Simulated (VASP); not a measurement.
# C (P6_3/mmc) in VASP: further runs, part 2 of 2

VASP 6.6.1. The steps go on from the part before.

### 3 Relaxation of cell and atoms, PBE+D3(BJ)

This run uses another cell than the first one, of 8.81 Å³/atom, 0.857 times its volume.

File INCAR:

```
SYSTEM = C
  ALGO = Fast
  EDIFF = 1E-7
  EDIFFG = -0.002
  ENCUT = 700
  GGA = PE
  IBRION = 2
  ISIF = 3
  ISMEAR = 0
  IVDW = 12
  LASPH = .TRUE.
  LCHARG = .FALSE.
  LREAL = .FALSE.
  LWAVE = .FALSE.
  NELM = 80
  NSW = 80
  PREC = Accurate
  SIGMA = 0.02
```

File KPOINTS:

```
k-points
0
G
  15 15 4
  0 0 0
```

File POSCAR:

```
C                                       
1.0
    2.4649128828     -0.0000000000      0.0000000000
   -1.2324564414      2.1346771749      0.0000000000
    0.0000000000      0.0000000000      6.6997949888
  C             
     4
Direct
     0.0000000000000000    0.0000000000000000    0.2500000000000000
     0.0000000000000000    0.0000000000000000    0.7500000000000000
     0.3333333300000021    0.6666666699999979    0.2500000000000000
     0.6666666699999979    0.3333333300000021    0.7500000000000000
```

Potentials or basis: VASP PAW PBE potentials, release 64 (C).

Started as:

```console
$ cat potpaw_PBE.64/C/POTCAR > POTCAR
$ mpirun -np 1 vasp_std > vasp.out
```

OUTCAR:

```text
SYSTEM = C
   EDIFF = 1E-7
   EDIFFG = -0.002
   ENCUT = 700
   GGA = PE
   IBRION = 2
   ISIF = 3
   ISMEAR = 0
   IVDW = 12
   LASPH = .TRUE.
   LREAL = .FALSE.
   NELM = 80
   NSW = 80
   PREC = Accurate
 IVDW          = 12

 ion  position               nearest neighbor table
   1  0.000  0.000  0.250-   3 1.42   3 1.42   3 1.42
   2  0.000  0.000  0.750-   4 1.42   4 1.42   4 1.42
   3  0.333  0.667  0.250-   1 1.42   1 1.42   1 1.42
   4  0.667  0.333  0.750-   2 1.42   2 1.42   2 1.42

  LATTYP: Found a hexagonal cell.
 ALAT       =     2.4649128828
 C/A-ratio  =     2.7180656305

  Lattice vectors:

 A1 = (   2.4649128828,   0.0000000000,   0.0000000000)
 A2 = (  -1.2324564414,   2.1346771749,   0.0000000000)
 A3 = (   0.0000000000,   0.0000000000,   6.6997949888)

Analysis of symmetry for initial positions (statically):
=====================================================================
 Subroutine PRICEL returns:
 Original cell was already a primitive cell.

 Routine SETGRP: Setting up the symmetry group for a
 hexagonal supercell.

 Subroutine GETGRP returns: Found 24 space group operations
 (whereof 12 operations were pure point group operations)
 out of a pool of 24 trial point group operations.

The static configuration has the point symmetry D_3d.
 The point group associated with its full space group is D_6h.

Analysis of symmetry for dynamics (positions and initial velocities):
=====================================================================
 Subroutine PRICEL returns:
 Original cell was already a primitive cell.

 Routine SETGRP: Setting up the symmetry group for a
 hexagonal supercell.

 Subroutine GETGRP returns: Found 24 space group operations
 (whereof 12 operations were pure point group operations)
 out of a pool of 24 trial point group operations.

The dynamic configuration has the point symmetry D_3d.
 The point group associated with its full space group is D_6h.

 Subroutine INISYM returns: Found 24 space group operations
 (whereof 12 operations are pure point group operations),
 and found     1 'primitive' translations

----------------------------------------------------------------------------------------

                                     Primitive cell

  volume of cell :      35.2529

  direct lattice vectors                    reciprocal lattice vectors
     2.464912883  0.000000000  0.000000000     0.405693851  0.234227454  0.000000000
    -1.232456441  2.134677175  0.000000000     0.000000000  0.468454908  0.000000000
     0.000000000  0.000000000  6.699794989     0.000000000  0.000000000  0.149258298

  length of vectors
     2.464912883  2.464912883  6.699794989     0.468454908  0.468454908  0.149258298

  position of ions in fractional coordinates (direct lattice)
     0.000000000  0.000000000  0.250000000
     0.000000000  0.000000000  0.750000000
     0.333333330  0.666666670  0.250000000
     0.666666670  0.333333330  0.750000000

  ion indices of the primitive-cell ions
   primitive index   ion index
                 1           1
                 2           2
                 3           3
                 4           4

----------------------------------------------------------------------------------------

 KPOINTS: k-points

Automatic generation of k-mesh.
 Grid dimensions read from file:
 generate k-points for:   15   15    4

 Generating k-lattice:

  Cartesian coordinates                     Fractional coordinates (reciprocal lattice)
     0.027046257  0.015615164  0.000000000     0.066666667  0.000000000  0.000000000
     0.000000000  0.031230327  0.000000000     0.000000000  0.066666667  0.000000000
     0.000000000  0.000000000  0.037314575     0.000000000  0.000000000  0.250000000

  Length of vectors
     0.031230327  0.031230327  0.037314575

  Shift w.r.t. Gamma in fractional coordinates (k-lattice)
     0.000000000  0.000000000  0.000000000

 Subroutine IBZKPT returns following result:
 ===========================================

 Found     81 irreducible k-points:

 Following reciprocal coordinates:
            Coordinates               Weight
  0.000000  0.000000  0.000000      1.000000
  0.066667  0.000000  0.000000      6.000000
  0.133333 -0.000000  0.000000      6.000000
  0.200000 -0.000000  0.000000      6.000000
  0.266667 -0.000000  0.000000      6.000000
  0.333333  0.000000  0.000000      6.000000
[... 16 lines left out ...]
  0.333333  0.200000  0.000000     12.000000
  0.400000  0.200000  0.000000      6.000000
 [... further k-points ...]
   k-points           NKPTS =     81   k-points in BZ     NKDIM =     81   number of bands    NBANDS=     12
   number of dos      NEDOS =    301   number of ions     NIONS =      4
   total plane-waves  NPLWV =  34560
   dimension x,y,z NGX =    24 NGY =   24 NGZ =   60
   dimension x,y,z NGXF=    48 NGYF=   48 NGZF=  120
   ions per type =               4
   NGX,Y,Z   is equivalent  to a cutoff of  16.19, 16.19, 14.89 a.u.
   NGXF,Y,Z  is equivalent  to a cutoff of  32.37, 32.37, 29.78 a.u.
 SYSTEM =  C
   PREC   = accura    normal or accurate (medium, high low for compatibility)
   ISTART =      0    job   : 0-new  1-cont  2-samecut
   ICHARG =      2    charge: 1-file 2-atom 10-const
   ISPIN  =      1    spin polarized calculation?
   LNONCOLLINEAR =      F non collinear calculations
   LSORBIT =      F    spin-orbit coupling
   LASPH  =      T    aspherical Exc in radial PAW
   ENCUT  =  700.0 eV  51.45 Ry    7.17 a.u.   5.32  5.32 14.45*2*pi/ulx,y,z
   NELM   =     80;   NELMIN=  2; NELMDL= -5     # of ELM steps
   EDIFF  = 0.1E-06   stopping-criterion for ELM
   LREAL  =      F    real-space projection
   EDIFFG = -.2E-02   stopping-criterion for IOM
   NSW    =     80    number of steps for IOM
   IBRION =      2    ionic relax: 0-MD 1-quasi-New 2-CG
   NFREE  =      1    steps in history (QN), initial steepest desc. (CG)
   ISIF   =      3    stress and relaxation
   ISYM   =      2    0-nonsym 1-usesym 2-fastsym
   POTIM  = 0.5000    time-step for ionic-motion
   TEBEG  =    0.0;   TEEND  =   0.0 temperature during run
   PSTRESS=    0.0 pullay stress
   NELECT =      16.0000    total number of electrons
   NUPDOWN=      -1.0000    fix difference up-down
   EMIN   =  10.00;   EMAX   =-10.00  energy-range for DOS
   EFERMI =   0.00;   METHOD = LEGACY
   ISMEAR =     0;   SIGMA  =   0.02  broadening in eV -4-tet -1-fermi 0-gaus
   EFERMI_NEDOS =   21; number of points for ismear=-14 and -15
   IALGO  =     68    algorithm
   IMIX   =      4    mixing-type and parameters
     AMIX     =   0.40;   BMIX     =  1.00
     AMIX_MAG =   1.60;   BMIX_MAG =  1.00
  volume/ion in A,a.u.               =       8.81        59.47
  Fermi-wavevector in a.u.,A,eV,Ry     =   1.258104  2.377471 21.535636  1.582825
  Thomas-Fermi vector in A             =   2.391730
   LORBIT       =      0    0 simple, 1 ext, 2 COOP (PROOUT), +10 PAW based schemes
   GGA     = PE    functional components
   LHFCALC =     F    Hartree Fock is set to
   AEXX    =    0.0000 exact exchange contribution
   IVDW    =    12    specifies the selected vdW correction
   LEPSILON=     F    determine dielectric tensor
   LRPA    =     F    only Hartree local field effects (RPA)
 conjugate gradient relaxation of ions
 non-spin polarized calculation
 RMM-DIIS sequential band-by-band and
 Gauss-broadening in eV      SIGMA  =   0.02
  energy-cutoff  :      700.00
  volume of cell :       35.25
 maximum number of plane-waves:      1500
 NGX is ok and might be reduce to    24
   NGX = 11   NGY = 11   NGZ = 29

--------------------------------------- Ionic step        1  -------------------------------------------

 number of electron      15.9999999 magnetization

 Free energy of the ion-electron system (eV)
  ---------------------------------------------------
  ext. energy  EPLUGINS =         0.00000000
  ---------------------------------------------------
  free energy    TOTEN  =       -36.86809819 eV

  energy without entropy =      -36.86789933  energy(sigma->0) =      -36.86799876

------------------------ aborting loop because EDIFF is reached ----------------------------------------

 Edisp (eV)   -0.62650

 E8    (eV) :    -0.1776
[... 327 lines left out ...]
--------------------------------------- Ionic step        9  -------------------------------------------

 number of electron      15.9999999 magnetization

 Free energy of the ion-electron system (eV)
  ---------------------------------------------------
  ext. energy  EPLUGINS =         0.00000000
  ---------------------------------------------------
  free energy    TOTEN  =       -36.86402456 eV

  energy without entropy =      -36.86383031  energy(sigma->0) =      -36.86392744

 E-fermi :   4.7320     XC(G=0): -10.3724

 val. band max:        4.7302944799   @ k =   0.3333   0.3333   0.5000
 cond. band min:       4.7325804064   @ k =   0.3333   0.3333   0.2500
 fundamental gap:      0.0022859265
 Fermi energy:         4.7320238330

 k-point     1 :       0.0000    0.0000    0.0000
  band No.  band energies     occupation
      1     -14.9209      2.00000
      2     -14.6041      2.00000
      3      -3.8059      2.00000
      4      -1.7676      2.00000
      5       1.7200      2.00000
      6       1.7200      2.00000
      7       1.7400      2.00000
      8       1.7400      2.00000
      9       9.0880      0.00000
     10      13.0615      0.00000
     11      13.0634      0.00000
     12      13.1169      0.00000
[... 331 lines left out ...]
 k-point    24 :       0.4000    0.2000    0.0000
  band No.  band energies     occupation
      1      -8.9708      2.00000
      2      -8.8591      2.00000
      3      -7.9493      2.00000
      4      -7.8782      2.00000
      5      -4.1339      2.00000
      6      -4.0242      2.00000
      7       2.8135      2.00000
      8       3.5033      2.00000
      9       6.1059      0.00000
     10       6.2345      0.00000
     11      15.2471      0.00000
     12      15.9321      0.00000

 [... further k-points ...]

------------------------ aborting loop because EDIFF is reached ----------------------------------------

 Edisp (eV)   -0.63069

 E8    (eV) :    -0.1789
[... 27 lines left out ...]
  FREE ENERGIE OF THE ION-ELECTRON SYSTEM (eV)
  ---------------------------------------------------
  free  energy   TOTEN  =       -37.4947177427 eV

  energy  without entropy=      -37.4945234966  energy(sigma->0) =      -37.49462062

 reached required accuracy - stopping structural energy minimisation
```

Wall time 2.8 min (1 thread of Intel Xeon Platinum 8375C at 2.90GHz (Ice Lake), shared host); peak memory 0.21 GiB.

Results:

```yaml
Free_energy: -37.4947 eV
Relaxed_volume: 8.76 Å³/atom
Relaxed_cell: a = 2.465 Å, b = 2.465 Å, c = 6.662 Å, α = 90.00°, β = 90.00°, γ = 120.00°
Space_group_after_relaxing_to_0.05_Å: P6_3/mmc (No. 194)
Energy_gained_by_relaxing: 0.0 meV/atom
Ionic_steps: 9
Pressure_after_relaxing: 0.0 GPa
Band_gap_on_the_k_mesh: none (metal or under the smearing width)
Dispersion_energy_per_atom: -0.158 eV
```

Step by step:
| step | energy change (eV) | largest force (eV/Å) | pressure (GPa) | volume (Å³) |
| --- | --- | --- | --- | --- |
| 1 | 0.0000 | 0.0000 | -0.09 | 35.25 |
| 2 | 0.0000 | 0.0000 | -0.03 | 35.23 |
| 3 | -0.0001 | 0.0000 | 0.10 | 35.16 |
| 4 | -0.0001 | 0.0000 | 0.35 | 35.03 |
| 5 | -0.0001 | 0.0000 | 0.26 | 35.08 |
| 6 | -0.0001 | 0.0000 | 0.21 | 35.08 |
| 7 | -0.0001 | 0.0000 | 0.09 | 35.06 |
| 8 | -0.0001 | 0.0000 | -0.18 | 35.04 |
| 9 | -0.0001 | 0.0000 | 0.00 | 35.05 |

Final structure:
```
C
1.0
     2.46485    0.00000    0.00000
    -1.23243    2.13462    0.00000
     0.00000    0.00000    6.66240
C
4
Direct
  0.00000 0.00000 0.25000
  0.00000 0.00000 0.75000
  0.33333 0.66667 0.25000
  0.66667 0.33333 0.75000
```
